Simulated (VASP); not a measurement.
# ZrO2 (P4_2/nmc) in VASP: a series of runs, part 2 of 2

VASP 6.6.1. Earlier steps stand in the parts before.

## (3) Phonons, LDA

This run uses another cell than the first one, of 10.79 Å³/atom, 0.973 times its volume.

POSCAR

```
ZrO2
1.0
    3.5599727570      0.0000000000      0.0000000000
    0.0000000000      3.5599727570      0.0000000000
    0.0000000000      0.0000000000      5.1088090954
  Zr              O
     2     4
Direct
     0.0000000000000000    0.0000000000000000    0.0000000000000000
     0.5000000000000000    0.5000000000000000    0.5000000000000000
     0.0000000000000000    0.5000000000000000    0.2084349391777849
     0.0000000000000000    0.5000000000000000    0.7084349391777849
     0.5000000000000000    0.0000000000000000    0.2915650608222151
     0.5000000000000000    0.0000000000000000    0.7915650608222151
```

INCAR.step1

```
SYSTEM = ZrO2
PREC = Accurate
ENCUT = 600
EDIFF = 1E-8
ISMEAR = 0
SIGMA = 0.03
LREAL = .FALSE.
LASPH = .TRUE.
NELM = 80
ALGO = Normal
ISIF = 3
LWAVE = .FALSE.
LCHARG = .FALSE.
KPAR = 2
IBRION = 2
NSW = 40
EDIFFG = -0.002
```

INCAR.step2

```
SYSTEM = ZrO2
PREC = Accurate
ENCUT = 600
EDIFF = 1E-8
ISMEAR = 0
SIGMA = 0.03
LREAL = .FALSE.
LASPH = .TRUE.
NELM = 80
ALGO = Normal
ISIF = 2
LWAVE = .FALSE.
LCHARG = .FALSE.
KPAR = 2
IBRION = 6
NFREE = 2
POTIM = 0.015
NSW = 1
```

KPOINTS

```
Automatic mesh
0
G
  8 8 6
  0 0 0
```

Potentials or basis: VASP PAW LDA potentials, release 64 (Zr_sv, O).

Command:

```sh
> cat potpaw_LDA.64/Zr_sv/POTCAR potpaw_LDA.64/O/POTCAR > POTCAR
> cp INCAR.step1 INCAR
> mpirun -np 2 vasp_std > vasp.out
> cp CONTCAR POSCAR
> cp INCAR.step2 INCAR
> mpirun -np 2 vasp_std > vasp.out
```

OUTCAR:

```text
SYSTEM = ZrO2
   PREC = Accurate
   ENCUT = 600
   EDIFF = 1E-8
   ISMEAR = 0
   LREAL = .FALSE.
   LASPH = .TRUE.
   NELM = 80
   ISIF = 2
   IBRION = 6
   NFREE = 2
   POTIM = 0.015
   NSW = 1

 ion  position               nearest neighbor table
   1  0.000  0.000  0.000-   3 2.07   6 2.07   3 2.07   6 2.07   5 2.32   4 2.32   5 2.32   4 2.32
                             2 3.59   2 3.59   2 3.59   2 3.59   2 3.59   2 3.59   2 3.59   2 3.59
   2  0.500  0.500  0.500-   4 2.07   5 2.07   5 2.07   4 2.07   3 2.32   6 2.32   3 2.32   6 2.32
                             1 3.59   1 3.59   1 3.59   1 3.59   1 3.59   1 3.59   1 3.59   1 3.59
   3  0.000  0.500  0.208-   1 2.07   1 2.07   2 2.32   2 2.32
   4  0.000  0.500  0.708-   2 2.07   2 2.07   1 2.32   1 2.32
   5  0.500  0.000  0.292-   2 2.07   2 2.07   1 2.32   1 2.32
   6  0.500  0.000  0.792-   1 2.07   1 2.07   2 2.32   2 2.32

  LATTYP: Found a simple tetragonal cell.
 ALAT       =     3.5601759346
 C/A-ratio  =     1.4350847941

  Lattice vectors:

 A1 = (   3.5601759346,   0.0000000000,   0.0000000000)
 A2 = (   0.0000000000,   3.5601759346,   0.0000000000)
 A3 = (   0.0000000000,   0.0000000000,   5.1091543479)

Analysis of symmetry for initial positions (statically):
=====================================================================
 Subroutine PRICEL returns:
 Original cell was already a primitive cell.

 Routine SETGRP: Setting up the symmetry group for a
 simple tetragonal supercell.

 Subroutine GETGRP returns: Found 16 space group operations
 (whereof  8 operations were pure point group operations)
 out of a pool of 16 trial point group operations.

The static configuration has the point symmetry D_2d.
 The point group associated with its full space group is D_4h.

Analysis of symmetry for dynamics (positions and initial velocities):
=====================================================================
 Subroutine PRICEL returns:
 Original cell was already a primitive cell.

 Routine SETGRP: Setting up the symmetry group for a
 simple tetragonal supercell.

 Subroutine GETGRP returns: Found 16 space group operations
 (whereof  8 operations were pure point group operations)
 out of a pool of 16 trial point group operations.

The dynamic configuration has the point symmetry D_2d.
 The point group associated with its full space group is D_4h.

 Subroutine INISYM returns: Found 16 space group operations
 (whereof  8 operations are pure point group operations),
 and found     1 'primitive' translations

----------------------------------------------------------------------------------------

                                     Primitive cell

  volume of cell :      64.7578

  direct lattice vectors                    reciprocal lattice vectors
     3.560175935  0.000000000  0.000000000     0.280884995  0.000000000  0.000000000
[... 148 lines left out ...]
  FORCE on cell =-STRESS in cart. coord.  units (eV):
  Direction    XX          YY          ZZ          XY          YZ          ZX
  --------------------------------------------------------------------------------------
  -------------------------------------------------------------------------------------
  Total       -0.0042469     -0.0042469     -0.0011364      0.0000000      0.0000000      0.0000000
  in kB       -0.1050719     -0.1050719     -0.0281168      0.0000000      0.0000000      0.0000000
  external PRESSURE =      -0.0794202 kB  Pullay stress =       0.0000000 kB
[... 101 lines left out ...]
  FREE ENERGIE OF THE ION-ELECTRON SYSTEM (eV)
  ---------------------------------------------------
  free  energy   TOTEN  =       -62.8289613224 eV

  energy  without entropy=      -62.8289613224  energy(sigma->0) =      -62.82896132

[... ionic steps 4 to 8 ...]

--------------------------------------- Ionic step        9  -------------------------------------------

 number of electron      48.0000021 magnetization

------------------------ aborting loop because EDIFF is reached ----------------------------------------
[... 75 lines left out ...]
--------------------------------------- Ionic step       11  -------------------------------------------

 number of electron      48.0000022 magnetization

 Free energy of the ion-electron system (eV)
  ---------------------------------------------------
  ext. energy  EPLUGINS =         0.00000000
  ---------------------------------------------------
  free energy    TOTEN  =       -62.82846682 eV

  energy without entropy =      -62.82846682  energy(sigma->0) =      -62.82846682

 E-fermi :   6.7140     XC(G=0): -12.3635

 val. band max:        6.5817727692   @ k =   0.5000   0.5000   0.5000
 cond. band min:      10.5218077586   @ k =   0.0000   0.0000   0.0000
 fundamental gap:      3.9400349893
 Fermi energy:         6.7140054532

 k-point     1 :       0.0000    0.0000    0.0000
  band No.  band energies     occupation
      1     -40.3983      2.00000
      2     -40.3199      2.00000
      3     -19.2496      2.00000
      4     -18.6186      2.00000
      5     -18.6163      2.00000
      6     -18.4446      2.00000
[... 733 lines left out ...]
     27      11.7608      0.00000
     28      11.7968      0.00000

 [... further k-points ...]

------------------------ aborting loop because EDIFF is reached ----------------------------------------

  FORCE on cell =-STRESS in cart. coord.  units (eV):
  Direction    XX          YY          ZZ          XY          YZ          ZX
  --------------------------------------------------------------------------------------
  -------------------------------------------------------------------------------------
  Total       -0.0775370      0.1697150      0.1117862      0.0000000      0.0000000      0.0000000
  in kB       -1.9183499      4.1989310      2.7657120      0.0000000      0.0000000      0.0000000
  external PRESSURE =       1.6820977 kB  Pullay stress =       0.0000000 kB
[... 21 lines left out ...]
  FREE ENERGIE OF THE ION-ELECTRON SYSTEM (eV)
  ---------------------------------------------------
  free  energy   TOTEN  =       -62.8284668206 eV

  energy  without entropy=      -62.8284668206  energy(sigma->0) =      -62.82846682

 INTERNAL STRAIN TENSORS FROM DISPLACED ATOMS
 ============================================

 INTERNAL STRAIN TENSOR FOR ION    1 for displacements in x,y,z  (eV/Angst):
          X           Y           Z          XY          YZ          ZX
  --------------------------------------------------------------------------------
  x     0.00000     0.00000     0.00000     0.00000     0.00000   -10.02758
  y     0.00000     0.00000     0.00000     0.00000    10.02758     0.00000
  z   -15.51078    15.51078     0.00000     0.00000     0.00000     0.00000

 INTERNAL STRAIN TENSOR FOR ION    6 for displacements in x,y,z  (eV/Angst):
          X           Y           Z          XY          YZ          ZX
  --------------------------------------------------------------------------------
  x     0.00000     0.00000     0.00000     0.00000     0.00000     9.68846
  y     0.00000     0.00000     0.00000     0.00000    -4.55652     0.00000
  z    11.28481    -5.07319     7.24150     0.00000     0.00000     0.00000

 Eigenvectors and eigenvalues of the dynamical matrix
 ----------------------------------------------------

   1 f  =   19.880456 THz   124.912590 2PiTHz  663.140637 cm-1    82.218923 meV
             X         Y         Z           dx          dy          dz
      0.000000  0.000000  0.000000     0.000000    0.000000   -0.000000
      1.780088  1.780088  2.554577    -0.000000   -0.000000    0.000000
      0.000000  1.780088  1.064904    -0.000000   -0.000000   -0.500000
      0.000000  1.780088  3.619482     0.000000    0.000000    0.500000
      1.780088  0.000000  1.489673     0.000000    0.000000   -0.500000
      1.780088  0.000000  4.044250    -0.000000   -0.000000    0.500000
[... 145 lines left out ...]
  18 f/i=    0.002025 THz     0.012725 2PiTHz    0.067555 cm-1     0.008376 meV
             X         Y         Z           dx          dy          dz
      0.000000  0.000000  0.000000    -0.000000   -0.000000    0.608477
      1.780088  1.780088  2.554577    -0.000000   -0.000000    0.608477
      0.000000  1.780088  1.064904    -0.000000   -0.000000    0.254712
      0.000000  1.780088  3.619482    -0.000000   -0.000000    0.254712
      1.780088  0.000000  1.489673    -0.000000   -0.000000    0.254712
      1.780088  0.000000  4.044250    -0.000000   -0.000000    0.254712

 ELASTIC MODULI CONTR FROM IONIC RELAXATION (kBar)
 Direction    XX          YY          ZZ          XY          YZ          ZX
 --------------------------------------------------------------------------------
 XX        -707.6142    234.1319   -551.9855      0.0000     -0.0000     -0.0000
 YY         234.1319   -707.6142   -551.9855      0.0000     -0.0000      0.0000
 ZZ        -551.9855   -551.9855  -1287.0088      0.0000     -0.0000      0.0000
 XY           0.0000      0.0000      0.0000      0.0000      0.0000      0.0000
 YZ          -0.0000     -0.0000     -0.0000      0.0000   -553.6892     -0.0000
 ZX          -0.0000      0.0000      0.0000      0.0000     -0.0000   -553.6893
 --------------------------------------------------------------------------------
```

Run time: 7.2 min. Hardware: 2 MPI ranks of Intel Xeon 6975P-C (Granite Rapids), shared host; peak memory 0.45 GiB.

What came out:

| Quantity | Value |
| --- | --- |
| Highest phonon frequency at Γ, LO-TO splitting left out | 663 cm⁻¹ |

Phonon frequencies in cm⁻¹ (negative: imaginary):
| q point | frequencies |
| --- | --- |
| (0.000, 0.000, 0.000) | 0 0 0 145 145 151 151 262 325 334 441 441 466 466 599 649 649 663 |

## (4) Dielectric tensor, LDA

This run uses another cell than the first one, of 10.79 Å³/atom, 0.974 times its volume.

INCAR

```
SYSTEM = ZrO2
PREC = Accurate
ENCUT = 600
EDIFF = 1E-8
ISMEAR = 0
SIGMA = 0.03
LREAL = .FALSE.
LASPH = .TRUE.
NELM = 80
ALGO = Normal
ISIF = 2
LWAVE = .FALSE.
LCHARG = .FALSE.
LEPSILON = .TRUE.
KPAR = 2
```

KPOINTS

```
Automatic mesh
0
Monkhorst
  10 10 8
  0 0 0
```

POSCAR

```
ZrO2                                    
1.0
    3.5601759346      0.0000000000      0.0000000000
    0.0000000000      3.5601759346      0.0000000000
    0.0000000000      0.0000000000      5.1091543479
  Zr              O             
     2     4
Direct
     0.0000000000000000    0.0000000000000000    0.0000000000000000
     0.5000000000000000    0.5000000000000000    0.5000000000000000
     1.0000000000000000    0.5000000000000000    0.2084306567941038
     1.0000000000000000    0.5000000000000000    0.7084306567941038
     0.5000000000000000    0.0000000000000000    0.2915693432058962
     0.5000000000000000    0.0000000000000000    0.7915693432058962
```

Potentials or basis: VASP PAW LDA potentials, release 64 (Zr_sv, O).

Command:

```sh
> cat potpaw_LDA.64/Zr_sv/POTCAR potpaw_LDA.64/O/POTCAR > POTCAR
> mpirun -np 2 vasp_std > vasp.out
```

OUTCAR:

```text
SYSTEM = ZrO2
   PREC = Accurate
   ENCUT = 600
   EDIFF = 1E-8
   ISMEAR = 0
   LREAL = .FALSE.
   LASPH = .TRUE.
   NELM = 80
   ISIF = 2
   LEPSILON = .TRUE.

 ion  position               nearest neighbor table
   1  0.000  0.000  0.000-   3 2.07   6 2.07   3 2.07   6 2.07   5 2.32   4 2.32   5 2.32   4 2.32
                             2 3.59   2 3.59   2 3.59   2 3.59   2 3.59   2 3.59   2 3.59   2 3.59
   2  0.500  0.500  0.500-   4 2.07   5 2.07   5 2.07   4 2.07   3 2.32   6 2.32   3 2.32   6 2.32
                             1 3.59   1 3.59   1 3.59   1 3.59   1 3.59   1 3.59   1 3.59   1 3.59
   3  0.000  0.500  0.208-   1 2.07   1 2.07   2 2.32   2 2.32
   4  0.000  0.500  0.708-   2 2.07   2 2.07   1 2.32   1 2.32
   5  0.500  0.000  0.292-   2 2.07   2 2.07   1 2.32   1 2.32
   6  0.500  0.000  0.792-   1 2.07   1 2.07   2 2.32   2 2.32

  LATTYP: Found a simple tetragonal cell.
 ALAT       =     3.5601759346
 C/A-ratio  =     1.4350847941

  Lattice vectors:

 A1 = (   3.5601759346,   0.0000000000,   0.0000000000)
 A2 = (   0.0000000000,   3.5601759346,   0.0000000000)
 A3 = (   0.0000000000,   0.0000000000,   5.1091543479)

Analysis of symmetry for initial positions (statically):
=====================================================================
 Subroutine PRICEL returns:
 Original cell was already a primitive cell.

 Routine SETGRP: Setting up the symmetry group for a
 simple tetragonal supercell.

 Subroutine GETGRP returns: Found 16 space group operations
 (whereof  8 operations were pure point group operations)
[... 995 lines left out ...]
 -----------------------------------------------------------------------------
     0.00033  0.00000  0.00000
     0.00000  0.00033  0.00000
     0.00000  0.00000 -0.00028

 MACROSCOPIC STATIC DIELECTRIC TENSOR (including local field effects in DFT)
 ------------------------------------------------------
           5.781988     0.000000     0.000000
           0.000000     5.781988     0.000000
           0.000000     0.000000     5.282781
 ------------------------------------------------------

 PIEZOELECTRIC TENSOR (including local field effects)  for field in x, y, z        (e  Angst)
          XX          YY          ZZ          XY          YZ          ZX
  --------------------------------------------------------------------------------
  x     0.00000     0.00000     0.00000     0.00000     0.00000     0.00000
  y     0.00000    -0.00000     0.00000     0.00000     0.00000     0.00000
  z     0.00000     0.00000     0.00000     0.00000     0.00000     0.00000

 PIEZOELECTRIC TENSOR (including local field effects)  for field in x, y, z        (C/m^2)
          XX          YY          ZZ          XY          YZ          ZX
  --------------------------------------------------------------------------------
  x     0.00000     0.00000     0.00000     0.00000     0.00000     0.00000
  y     0.00000    -0.00000     0.00000     0.00000     0.00000     0.00000
  z     0.00000     0.00000     0.00000     0.00000     0.00000     0.00000

 BORN EFFECTIVE CHARGES (including local field effects) (in |e|, cummulative output)
 ---------------------------------------------------------------------------------
 ion    1
    1     5.73994     0.00000    -0.00000
    2     0.00000     5.73994     0.00000
    3     0.00000     0.00000     5.10702
 ion    2
    1     5.73994     0.00000    -0.00000
    2     0.00000     5.73994     0.00000
    3     0.00000     0.00000     5.10702
 ion    3
    1    -2.21012     0.00000    -0.00000
    2     0.00000    -3.52982     0.00000
    3     0.00000     0.00000    -2.55351
 ion    4
    1    -3.52982     0.00000    -0.00000
    2     0.00000    -2.21012     0.00000
    3     0.00000     0.00000    -2.55351
 ion    5
    1    -2.21012     0.00000     0.00000
    2     0.00000    -3.52982     0.00000
    3     0.00000     0.00000    -2.55351
 ion    6
    1    -3.52982     0.00000    -0.00000
    2     0.00000    -2.21012     0.00000
    3     0.00000     0.00000    -2.55351
```

OSZICAR:

```text
[... 13 lines left out ...]
RMM:  14    -0.799290757482E+00   -0.37625E-06    0.31424E-05  8412   0.288E-03    0.680E-04
RMM:  15    -0.799296883363E+00   -0.61259E-05    0.14287E-05  8615   0.181E-03    0.318E-04
RMM:  16    -0.799303282517E+00   -0.63992E-05    0.20393E-05  8254   0.128E-03    0.171E-04
RMM:  17    -0.799302757936E+00    0.52458E-06    0.95995E-06  8928   0.766E-04    0.586E-05
RMM:  18    -0.799303101038E+00   -0.34310E-06    0.10989E-05  7698   0.515E-04    0.252E-05
RMM:  19    -0.799303444254E+00   -0.34322E-06    0.70861E-06  6810   0.344E-04    0.277E-05
RMM:  20    -0.799303735504E+00   -0.29125E-06    0.66002E-06  5527   0.248E-04    0.300E-05
RMM:  21    -0.799303452451E+00    0.28305E-06    0.44717E-06  5018   0.184E-04    0.119E-05
RMM:  22    -0.799303863925E+00   -0.41147E-06    0.39954E-06  5166   0.148E-04    0.868E-06
```

stdout:

```text
POSCAR found type information on POSCAR ZrO
 POSCAR found :  2 types and       6 ions
 scaLAPACK will be used
 LDA part: xc-table for (Slater(with rela. corr.)+CA(PZ))
 , standard interpolation
 POSCAR, INCAR and KPOINTS ok, starting setup
 FFT: planning ... GRIDC
 FFT: planning ... GRID_SOFT
 FFT: planning ... GRID
 WAVECAR not read
 entering main loop
 Linear response reoptimize wavefunctions to high precision
 Linear response G [H, r] |phi>, progress :
  Direction:   1
 Linear response G [H, r] |phi>, progress :
  Direction:   2
 Linear response G [H, r] |phi>, progress :
  Direction:   3
 Linear response to external field (no local field effect), progress :
  Direction:   1
 dielectric tensor                  component  1 :     6.073    -0.146    -0.202
 Linear response to external field (no local field effect), progress :
  Direction:   2
 dielectric tensor                  component  2 :    -0.146     5.904     0.123
 Linear response to external field (no local field effect), progress :
  Direction:   3
 dielectric tensor                  component  3 :    -0.202     0.123     5.535
 Linear response to external field, progress :
  Direction:   1
 dielectric tensor                  component  1 :     5.782    -0.074    -0.179
 Linear response to external field, progress :
  Direction:   2
 dielectric tensor                  component  2 :    -0.074     5.782    -0.039
 Linear response to external field, progress :
  Direction:   3
 dielectric tensor                  component  3 :    -0.201     0.122     5.283
 Born effective charges drift removed
```

Run time: 12 min. Hardware: 2 MPI ranks of Intel Xeon 6975P-C (Granite Rapids), shared host; peak memory 0.57 GiB.

Results:

```yaml
Electronic_dielectric_tensor_diagonal: 5.78, 5.78, 5.28
Born_charges_mean_of_the_diagonal: Zr +5.53; O -2.76 e
```

Electronic dielectric tensor:
```
5.78 0.00 0.00
0.00 5.78 0.00
0.00 0.00 5.28
```

Born effective charge tensors (e):
atom 1, Zr
```
5.74 0.00 0.00
0.00 5.74 0.00
0.00 0.00 5.11
```
atom 2, Zr
```
5.74 0.00 0.00
0.00 5.74 0.00
0.00 0.00 5.11
```
atom 3, O
```
-2.21  0.00  0.00
 0.00 -3.53  0.00
 0.00  0.00 -2.55
```
atom 4, O
```
-3.53  0.00  0.00
 0.00 -2.21  0.00
 0.00  0.00 -2.55
```
atom 5, O
```
-2.21  0.00  0.00
 0.00 -3.53  0.00
 0.00  0.00 -2.55
```
atom 6, O
```
-3.53  0.00  0.00
 0.00 -2.21  0.00
 0.00  0.00 -2.55
```
